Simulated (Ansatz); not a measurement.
**Strain response of MgI$_{2}$**

Method: Ansatz 0.2.0, DFT PBEsol, scalar-relativistic, plane waves, PAW. Settings: 420 eV cutoff, 6×6×4 k-mesh, Gaussian smearing of 0.02 eV, no spin polarisation.

Starting point, cell and atoms relaxed:

```
Mg I
1.0
     4.13073    0.00000    0.00000
    -2.06536    3.57731    0.00000
     0.00000    0.00000    7.02434
Mg I
1 2
Cartesian
  0.0000 0.0000 0.0000
  0.0000 2.3849 5.3561
  2.0654 1.1924 1.6682
```

Deformation: uniaxial strain along c, with the lengths of a and b and the atoms relaxed and the angles held, all within the symmetry that the strain leaves. Energies are extrapolated to zero smearing. Gaps are Kohn–Sham gaps over the whole zone.

Spin-orbit coupling is left out, which matters for the bands and energies of heavy elements.

```
strain (%)  ΔE (meV/atom) a (Å) b (Å) c (Å) gap (eV)
      -4.5            2.7  4.146  4.146  6.708      3.32
      -3.0            1.1  4.140  4.140  6.814      3.41
      -1.5            0.2  4.135  4.135  6.919      3.50
      +0.0            0.0  4.131  4.131  7.024      3.52
      +1.5            0.2  4.129  4.129  7.130      3.53
      +3.0            0.6  4.127  4.127  7.235      3.53
      +4.5            1.3  4.127  4.127  7.340      3.54
```

Q: What stiffness (1/V) d²E/dε² at zero strain does a cubic fit over all points give?

A: A cubic fit gives (1/V) d²E/dε² = 9 GPa at zero strain (Young's modulus along this axis, angles held).

Q: How does the free axis a answer a small strain?

A: Between the innermost points its strain is -0.05 times the applied one.

Q: How fast does the gap move with strain on either side?

A: 13 meV per percent on the compressed side and 3 meV per percent on the stretched side; it is indirect at -1.5 %, indirect at zero and indirect at +1.5 %.